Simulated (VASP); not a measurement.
CdS: equation of state with PBE

Crystal: CdS.

```
CELL_PARAMETERS angstrom
4.26117 0.00000 0.00000
-2.13058 3.69028 0.00000
0.00000 0.00000 5.80417
ATOMIC_POSITIONS crystal
Cd 0.00000 0.00000 0.44269
S 0.66667 0.33333 0.43431
```

Measurements of this composition are mostly on another form, of space group No. 186.

- Program: VASP 6.6.1
- Task: equation of state
- Functional: PBE
- Potentials or basis: VASP PAW PBE potentials, release 64 (Cd, S)
- Cutoff: 520 eV
- k mesh: 7 × 7 × 5
- Occupations: fermi-dirac, width 0.05 eV
- Spin: no spin polarisation

The equilibrium volume is 45.56 Å³/atom. The bulk modulus at fixed shape and positions is 28 GPa. The pressure derivative of the bulk modulus is 4.5.

Energy against volume, from the lowest point:
```csv
volume (Å³/atom),energy (meV/atom)
42.897,15.21
43.810,6.31
44.722,1.38
45.635,0.00
46.548,1.81
47.460,6.47
48.373,13.67
```

All runs of the series together: 3.7 min on 1 thread of Intel(R) Xeon(R) Platinum 8488C (Sapphire Rapids), with other jobs on the host.

Caveat: the cell was scaled at fixed shape and fractional positions, which overstates the stiffness of a crystal with free parameters, most of all of layers and chains.
